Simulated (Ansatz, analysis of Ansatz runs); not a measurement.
# Charge-transition level of substitutional P in diamond (LDA)

Subject: substitutional P in diamond. Wanted: its charge-transition level, in one set-up (LDA, 64-site cell, LDA lattice, 420 eV, k: the single point 1/4 1/4 1/4 then 2x2x2 shifted 0.5 0.5 0.5). The model is a cell of 64 host atoms with 1 C taken out and 1 P put in. The level is the Fermi energy at which two charge states have equal formation energy, after a correction for the images of the charge. A local or semilocal functional is the cheapest first rung.

**The experiment.** (+1/0) level below the conduction-band bottom: 0.6 eV, by known donor activation energy used as empirical marker; method not stated in the paper (quoted in “Hunting the elusive shallow n-type donor – An ab initio study of Li and N co-doped diamond”, 2021, S. Conejeros et al., quoting earlier work (2000)). (+1/0) level below the conduction-band bottom: 0.62 eV, by donor ionization energy (cited; method not stated) (quoted in “Phosphorescence and donor-acceptor pair recombination in laboratory-grown diamonds”, 2023, Jiahui Zhao et al., quoting earlier work (2013)). The runs below try to reproduce this.

Calculated with Ansatz 0.2.0; plane-wave PAW DFT, LDA; relaxation of all atoms of a defect supercell.

Most raw output is cut from this account.

### Step 1. The starting structure

The cell holds 64 atoms: 63 C and 1 P. Its edges and angles: a = 7.063 Å, b = 7.063 Å, c = 7.063 Å, α = 90.0°, β = 90.0°, γ = 90.0°. It derives from C (space group Fd-3m). Nearest the centre at fractional (0.375, 0.375, 0.375): P8 at 0.00 Å, C4 at 1.53 Å, C27 at 1.53 Å, C42 at 1.53 Å, C49 at 1.53 Å, C15 at 2.50 Å, C7 at 2.50 Å, C5 at 2.50 Å. The cell carries charge +1.

The host's primitive cell comes from a first run (plane-wave PAW DFT, LDA; relaxation of the host's cell and atoms): vectors of 2.497, 2.497 and 2.497 Å. That is 5.51 Å³ an atom, 2.9 % under the diffraction cell's volume. The supercell is built on it.

### Step 2. Relaxation, charge +1

Every later number rests on the structure around the defect, so the atoms are relaxed at the host's lattice first.

File relax0/input.yaml:

```yaml
relax:
  f_tol: 0.02
  max_steps: 80
  random_displacement: { amplitude: 0.05, seed: 270 }
crystal:
  lattice:
    - [7.06346963, 0.0, 0.0]
    - [0.0, 7.06346963, 0.0]
    - [0.0, 0.0, 7.06346963]
  atoms:
    - { symbol: C, position: [0.0, 0.0, 0.25] }
    - { symbol: C, position: [0.0, 0.25, 0.0] }
    - { symbol: C, position: [0.25, 0.0, 0.0] }
    - { symbol: C, position: [0.25, 0.25, 0.25] }
    - { symbol: C, position: [0.125, 0.125, 0.375] }
    - { symbol: C, position: [0.125, 0.375, 0.125] }
    - { symbol: C, position: [0.375, 0.125, 0.125] }
    - { symbol: P, position: [0.375, 0.375, 0.375] }
    - { symbol: C, position: [0.0, 0.0, 0.75] }
    - { symbol: C, position: [0.0, 0.25, 0.5] }
    - { symbol: C, position: [0.25, 0.0, 0.5] }
    - { symbol: C, position: [0.25, 0.25, 0.75] }
    - { symbol: C, position: [0.125, 0.125, 0.875] }
    - { symbol: C, position: [0.125, 0.375, 0.625] }
    - { symbol: C, position: [0.375, 0.125, 0.625] }
    - { symbol: C, position: [0.375, 0.375, 0.875] }
    - { symbol: C, position: [0.0, 0.5, 0.25] }
    - { symbol: C, position: [0.0, 0.75, 0.0] }
    - { symbol: C, position: [0.25, 0.5, 0.0] }
    - { symbol: C, position: [0.25, 0.75, 0.25] }
    - { symbol: C, position: [0.125, 0.625, 0.375] }
    - { symbol: C, position: [0.125, 0.875, 0.125] }
    - { symbol: C, position: [0.375, 0.625, 0.125] }
    - { symbol: C, position: [0.375, 0.875, 0.375] }
    - { symbol: C, position: [0.0, 0.5, 0.75] }
    - { symbol: C, position: [0.0, 0.75, 0.5] }
    - { symbol: C, position: [0.25, 0.5, 0.5] }
    - { symbol: C, position: [0.25, 0.75, 0.75] }
    - { symbol: C, position: [0.125, 0.625, 0.875] }
    - { symbol: C, position: [0.125, 0.875, 0.625] }
    - { symbol: C, position: [0.375, 0.625, 0.625] }
    - { symbol: C, position: [0.375, 0.875, 0.875] }
    - { symbol: C, position: [0.5, 0.0, 0.25] }
    - { symbol: C, position: [0.5, 0.25, 0.0] }
    - { symbol: C, position: [0.75, 0.0, 0.0] }
    - { symbol: C, position: [0.75, 0.25, 0.25] }
    - { symbol: C, position: [0.625, 0.125, 0.375] }
    - { symbol: C, position: [0.625, 0.375, 0.125] }
    - { symbol: C, position: [0.875, 0.125, 0.125] }
    - { symbol: C, position: [0.875, 0.375, 0.375] }
    - { symbol: C, position: [0.5, 0.0, 0.75] }
    - { symbol: C, position: [0.5, 0.25, 0.5] }
    - { symbol: C, position: [0.75, 0.0, 0.5] }
    - { symbol: C, position: [0.75, 0.25, 0.75] }
    - { symbol: C, position: [0.625, 0.125, 0.875] }
    - { symbol: C, position: [0.625, 0.375, 0.625] }
    - { symbol: C, position: [0.875, 0.125, 0.625] }
    - { symbol: C, position: [0.875, 0.375, 0.875] }
    - { symbol: C, position: [0.5, 0.5, 0.25] }
    - { symbol: C, position: [0.5, 0.75, 0.0] }
    - { symbol: C, position: [0.75, 0.5, 0.0] }
    - { symbol: C, position: [0.75, 0.75, 0.25] }
    - { symbol: C, position: [0.625, 0.625, 0.375] }
    - { symbol: C, position: [0.625, 0.875, 0.125] }
    - { symbol: C, position: [0.875, 0.625, 0.125] }
    - { symbol: C, position: [0.875, 0.875, 0.375] }
    - { symbol: C, position: [0.5, 0.5, 0.75] }
    - { symbol: C, position: [0.5, 0.75, 0.5] }
    - { symbol: C, position: [0.75, 0.5, 0.5] }
    - { symbol: C, position: [0.75, 0.75, 0.75] }
    - { symbol: C, position: [0.625, 0.625, 0.875] }
    - { symbol: C, position: [0.625, 0.875, 0.625] }
    - { symbol: C, position: [0.875, 0.625, 0.625] }
    - { symbol: C, position: [0.875, 0.875, 0.875] }
  host:
    repeats: [2, 2, 2]
    atoms:
      - { symbol: C, position: [0.0, 0.0, 0.5] }
      - { symbol: C, position: [0.0, 0.5, 0.0] }
      # ... 6 more atoms of the perfect host
total_charge: 1
basis:
  ecutwfc: 420
  xc_grid: 2
hamiltonian:
  xc: lda
kpoints:
  mp_grid: { grid: [1, 1, 1], shift: [0.25, 0.25, 0.25] }
scf:
  occupations: { method: fermi_dirac, width: 0.01 }
  max_iter: 120
output:
  forces: true
  charged_corrections:
    epsilon: 5.77
    static_epsilon: 5.77
    defect_position: [0.375, 0.375, 0.375]
checkpoint:
  write: "../relax0.run"
  compress: false
  write_wavefunctions: true
  write_every: 100000
```

On the command line:

```bash
ansatz run input.yaml --threads 2 --pin off --max-ram 3768MiB --backend cpu --events-out ev --progress --plain --runs-dir out
```

Elapsed: 19 s, on 2 threads of Intel Xeon Platinum 8488C (Sapphire Rapids), shared host; peak memory 0.73 GiB; 35 s of CPU time.

Step by step:

```tsv
step	energy less that of the first step (eV)	largest force component (eV/Å)
1	0.0000	8.6853
2	-5.6421	4.1240
3	-7.1973	0.6237
4	-7.2237	0.0980
5	-7.2248	0.0854
6	-7.2272	0.0057
7	-7.2272	0.0057
```

The atoms that moved most (Å, from the sites as typed, ahead of the random displacement, the mean shift of all atoms taken out):

```tsv
atom	dx	dy	dz	length
C4	-0.091	-0.091	-0.091	0.158
C42	0.088	-0.088	0.088	0.152
C27	-0.088	0.088	0.088	0.152
C49	0.088	0.088	-0.088	0.152
C31	0.001	0.029	0.029	0.041
C53	0.029	0.029	0.001	0.041
C46	0.029	0.001	0.029	0.041
C21	-0.027	0.029	0.003	0.040
```

Neighbours of P8 at the end:

```tsv
atom	distance (Å)
C42	1.681
C49	1.681
C27	1.681
C4	1.686
C7	2.536
C5	2.536
C6	2.536
C37	2.537
C38	2.537
C15	2.537
C14	2.537
C23	2.537
C21	2.537
C46	2.539
C53	2.539
C31	2.540
```

This step gave:

| Property | Result |
| --- | --- |
| free energy | -16045.8067 eV |

The other runs of this kind differ in structure, charge or spin alone:

```tsv
run	outcome	energy less the first (eV)	moment (μB)	time
relaxation, charge +1	converged	0.0000	0.00	19 s
relaxation, charge 0	converged	18.2992	1.00	85 s
```

The relaxation ends 113 meV an atom lower than the displaced start, with a largest force component of 0.0057 eV/Å.

### Step 3. Single point, charge +1

The relaxed structure is kept, and the final numbers are taken at the final level and k-points.

This step: plane-wave PAW DFT, LDA; single point of a defect supercell.

File point0/input.yaml:

```yaml
crystal:
  lattice:
    - [7.06346963, 0.0, 0.0]
    - [0.0, 7.06346963, 0.0]
    - [0.0, 0.0, 7.06346963]
  atoms:
    - { symbol: C, position: [-0.002264711, -0.001810197, 0.248896499] }
    - { symbol: C, position: [-0.002263219, 0.249844376, -0.002760317] }
[... 1 atom line left out ...]
    - { symbol: C, position: [0.236912129, 0.237368109, 0.236421725] }
    - { symbol: C, position: [0.120829334, 0.121288433, 0.373953371] }
[... 2 atom lines left out ...]
    - { symbol: P, position: [0.37472186, 0.375173795, 0.374229275] }
[... 5 atom lines left out ...]
    - { symbol: C, position: [0.120930724, 0.375706955, 0.628432754] }
    - { symbol: C, position: [0.37525071, 0.121386543, 0.628435017] }
[... 11 atom lines left out ...]
    - { symbol: C, position: [0.237390476, 0.512654547, 0.511713067] }
[... 3 atom lines left out ...]
    - { symbol: C, position: [0.374898662, 0.629397602, 0.628456141] }
[... 5 atom lines left out ...]
    - { symbol: C, position: [0.628923786, 0.121388458, 0.37475634] }
[... 4 atom lines left out ...]
    - { symbol: C, position: [0.512203382, 0.237842943, 0.511711099] }
[... 3 atom lines left out ...]
    - { symbol: C, position: [0.628941782, 0.375353489, 0.628449481] }
[... 2 atom lines left out ...]
    - { symbol: C, position: [0.512202309, 0.512658729, 0.236900047] }
[... 3 atom lines left out ...]
    - { symbol: C, position: [0.628941682, 0.629398011, 0.374408895] }
[... 10 atom lines left out ...]
    - { symbol: C, position: [0.874936888, 0.875389743, 0.874443022] }
  host:
    repeats: [2, 2, 2]
    atoms:
      - { symbol: C, position: [0.0, 0.0, 0.5] }
      - { symbol: C, position: [0.0, 0.5, 0.0] }
      # ... 6 more atoms of the perfect host
total_charge: 1
basis:
  ecutwfc: 420
  xc_grid: 2
hamiltonian:
  xc: lda
kpoints:
  mp_grid: { grid: [2, 2, 2], shift: [0.5, 0.5, 0.5] }
scf:
  occupations: { method: fermi_dirac, width: 0.01 }
  max_iter: 120
output:
  forces: true
  charged_corrections:
    epsilon: 5.77
    static_epsilon: 5.77
    defect_position: [0.375, 0.375, 0.375]
  eigenvalues: true
checkpoint:
  write: "../point0.run"
  compress: false
  write_wavefunctions: true
  write_every: 100000
```

It took 8.5 s on 2 threads; peak memory 0.94 GiB.

This step gave:

| Property | Result |
| --- | --- |
| free energy | -16045.7986 eV |

The other runs of this kind differ in structure, charge or spin alone:

```tsv
run	outcome	energy less the first (eV)	moment (μB)	time
single point, charge +1	converged	0.0000	0.00	8.5 s
single point, charge 0	converged	18.3554	1.00	31 s
```

### Step 4. Charge-transition levels

A charged cell feels its images and has its own zero of potential; this step corrects both and places the level between the host's band edges.

This step: place-levels on LDA runs: charge-transition levels with image-charge correction and potential alignment at the atomic sites.

File levels.yaml:

```yaml
host:
  run: host.point.run
states: [point0.run, point1.run]
geometry_from:
  point0.run: relax0.run
  point1.run: relax1.run
  host.point.run: host.relax.run
```

On the command line:

```bash
ansatz place-levels levels.yaml -- --threads 2 --pin off --max-ram 3768MiB
```

Run time: 0.16 s. Hardware: 2 threads.

Numbers from this step:

- gap: 4.117 eV

### Step 5. What came out

```json
{
 "static dielectric constant used": "5.8",
 "band gap of the host": "4.12 eV",
 "(plus 1/0) level below the conduction-band bottom": "0.16 eV",
 "time of the whole chain": "2.6 min on 2 threads"
}
```

What this shows: (+1/0) level below the conduction-band bottom: computed 0.16 eV, measured 0.6 eV and 0.62 eV; 0.44 eV shallower than the nearest measurement. The level is counted in a gap of 4.12 eV, and the correction is screened by a dielectric constant of 5.8 from a linear-response run on the host (LDA). The bound state has a long tail, so in cells of 64 to 216 sites the impurity band still disperses by tenths of an eV and the level moves with cell and k-points. Levels hang on the band edges, which semilocal functionals place too close together. Limits: the periodic copies of the defect are only 7.1 Å apart.

[Logs are printed without paths, hosts, clocks, repeated set-up lines and the standing remarks that a program may print on its own settings, such as how far it seeks lower states.]

[Hosts, paths, dates, database ids (printed as entryN), source tags and the programs' standing remarks are cut or masked in the printed files.]

[For some hosts the program warned that the k-mesh of the response run may be too coarse for force constants and the static dielectric constant; such warnings are not shown here.]
